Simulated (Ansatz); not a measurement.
This script for a comparison of functionals at one structure of BN, space group F-43m with Ansatz 0.2.0 through its Python package holds a mistake.

`xc_bn.py`:
```python
# -*- coding: utf-8 -*-
"""Functional comparison for BN (totals differ with the potentials too)."""

import ansatz as az
import pandas as pd

FILLING = "Fixed"

xtal = (
    az.Lattice.fcc(3.615)
    .space_group(216)
    .atom("B", (0.0, 0.0, 0.0))
    .atom("N", (0.25, 0.25, 0.75))
    .primitive()
)

job = (
    xtal.calculation()
    .pseudopotentials("paw")
    .basis(21 * az.Ha)
    .kpoints(7, center="gamma")
    .occupations(FILLING)
    .stress()
    .band_table()
)

rows = []
for value in ["r2scan", "pbe", "rpbe", "pbesol", "revpbe"]:
    summary = job.functional(value).run().report
    rows.append((value, summary["free_energy_ev"] / len(summary["lattice"]["sites"]), summary.n_iterations, sum(summary["stress_gpa"][i][i] for i in range(3)) / 3, summary["gap_by_band_count_ev"], summary["n_kpoints"]))

table = pd.DataFrame(rows, columns=["functional", "F/atom (eV)", "iterations", "P (GPa)", "gap by band count (eV)", "k-points"])
print(table.round(5).to_string(index=False))
```

```console
$ python xc_bn.py
Traceback (most recent call last):
  File "xc_bn.py", line 30, in <module>
    rows.append((value, summary["free_energy_ev"] / len(summary["lattice"]["sites"]), summary.n_iterations, sum(summary["stress_gpa"][i][i] for i in range(3)) / 3, summary["gap_by_band_count_ev"], summary["n_kpoints"]))
                                                                                      ^^^^^^^^^^^^^^^^^^^^
AttributeError: 'dict' object has no attribute 'n_iterations'
```

What is wrong, and how is it mended?

The fault: the report is a dict and is read by key. The change:

```diff
--- before
+++ after
@@ -29,3 +29,3 @@
     summary = job.functional(value).run().report
-    rows.append((value, summary["free_energy_ev"] / len(summary["lattice"]["sites"]), summary.n_iterations, sum(summary["stress_gpa"][i][i] for i in range(3)) / 3, summary["gap_by_band_count_ev"], summary["n_kpoints"]))
+    rows.append((value, summary["free_energy_ev"] / len(summary["lattice"]["sites"]), summary["n_iterations"], sum(summary["stress_gpa"][i][i] for i in range(3)) / 3, summary["gap_by_band_count_ev"], summary["n_kpoints"]))
```

With that change:

```console
$ python xc_bn.py
functional  F/atom (eV)  iterations  P (GPa)  gap by band count (eV)  k-points
    r2scan   -272.00329           6 -1.72121                 5.25994        20
       pbe   -271.14043           6  3.06795                 4.72240        20
      rpbe   -272.38490           6  8.95678                 4.75646        20
    pbesol   -266.92075           6 -2.90032                 4.54585        20
    revpbe   -272.04374           6  7.56234                 4.74403        20
```

What to keep in mind:
- Along an axis with an odd division the mesh misses the point at one half; a gap read on a finite mesh is an upper bound on this functional's gap.
- Semilocal gaps usually lie well under measured ones.
- Energy and stress may still move on a finer k-point mesh.
- Pressure is positive in compression.
- The starting cell is as deposited in a crystallographic database; the results hold for this polymorph, which needn't be the stable one.
- Gaps and levels are Kohn-Sham values on a finite set of k-points.
- Total energies of different functionals can't be compared; pressures, moments and gaps at this one structure can.
- Wall time of the script: 3.4 s on 1 thread of Arm Neoverse V2 (shared host), peak memory 0.39 GiB.

(A comment or docstring line of the script was reworded after the run, the code is as it ran; lines on the test bed's own set-up are left out of the output.)
